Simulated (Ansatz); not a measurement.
Write a Python script for the Python package of Ansatz (0.2.0) that makes a series of slab calculations of CuAu, space group R-3m. Settings (first run): PBE, PAW, cutoff 550 eV, 6×6×1 k-points, Fermi-Dirac smearing of 0.1 eV.

```
Cu Au
1.0
     1.44306    0.83315    4.25617
    -1.44306    0.83315    4.25617
     0.00000   -1.66630    4.25617
Cu Au
1 1
Direct
  0.50000 0.50000 0.50000
  0.00000 0.00000 0.00000
```

Script `cuau_field.py`:
```python
import argparse

import ansatz as az
from ase import Atoms
from ase.build import surface
import numpy as np
from tabulate import tabulate

parser = argparse.ArgumentParser(description="A slab of CuAu in an electric field.")
parser.add_argument("--filling", default="fermi_dirac", help="how the bands are filled")
parser.add_argument("--width-ev", type=float, default=0.1, help="smearing width (eV)")
parser.add_argument("--xc", required=True, help="exchange-correlation functional")
parser.add_argument("--cutoff-ev", type=float, required=True, help="basis")
parser.add_argument("--mesh", type=int, nargs=3, default=[6, 6, 1], help="k-point sampling")
args = parser.parse_args()

atoms = Atoms(
    ["Cu", "Au"],
    scaled_positions=[
        (0.5, 0.5, 0.5),
        (0.0, 0.0, 0.0),
    ],
    cell=[
        (1.443057, 0.833149, 4.256171),
        (-1.443057, 0.833149, 4.256171),
        (0.0, -1.666299, 4.256171),
    ],
    pbc=True,
)
rows = []
for value in [-0.1, -0.05, 0.0, 0.05, 0.1]:
    slab = surface(atoms, (1, 0, 0), 3, vacuum=8.0)
    slab.pbc = True
    job = (
        az.Crystal.from_ase(slab).calculation()
        .occupations(args.filling, width=args.width_ev)
        .functional(args.xc)
        .basis(args.cutoff_ev)
        .kpoints(*args.mesh)
        .electric_field(axis=3, dipole_correction=True, amplitude=value)
    )
    r = job.run(threads=1, pin="off").report
    face = r["work_function"]
    rows.append((value, len(slab), r["free_energy_ev"], face["dipole_moment_e_ang"], face.get("phi_plus_ev"), face.get("phi_minus_ev")))

print(tabulate(rows, headers=["field (V/A)", "atoms", "F (eV)", "dipole (e A)", "phi upper (eV)", "phi lower (eV)"], floatfmt=".4f", missingval="-"))
print(f"induced dipole per field: {np.polyfit([row[0] for row in rows], [row[3] for row in rows], 1)[0]:.3f} e A^2/V")
```

```console
$ python cuau_field.py --xc pbe --cutoff-ev 550.0
  field (V/A)    atoms       F (eV)    dipole (e A)    phi upper (eV)    phi lower (eV)
-------------  -------  -----------  --------------  ----------------  ----------------
      -0.1000        6  -59321.5000         -0.0166            -                 -
      -0.0500        6  -59321.4999          0.0135            -                 -
       0.0000        6  -59321.5013          0.0436            4.2419            4.8727
       0.0500        6  -59321.5043          0.0737            -                 -
       0.1000        6  -59321.5087          0.1038            -                 -
induced dipole per field: 0.602 e A^2/V
```

Caveats:
- Total energies depend on the potentials; only differences at equal settings carry meaning. A total without «per atom» is that of the cell as typed.
- The mesh is modest for a metal, so energies can be off by several to tens of meV an atom and pressures by half a GPa or more; differences at equal mesh fare better.
- Spin-orbit coupling, which matters for elements this heavy, is left out.
- This cell is a computed structure, which may not be the phase found in nature.
- The slabs are thin, unrelaxed cuts of the structure as given, on a modest mesh, so the surface energy isn't converged; Miller indices refer to the cell as typed, and unlike faces give only a mean.
- The whole script took 4.8 min on 1 thread of Intel(R) Xeon(R) Platinum 8259CL CPU @ 2.50GHz (Skylake/Cascade Lake), on a shared host, peak memory 0.84 GiB.

(A comment or docstring line of the script was reworded after the run, the code is as it ran; lines on the test bed's own set-up are left out of the output.)
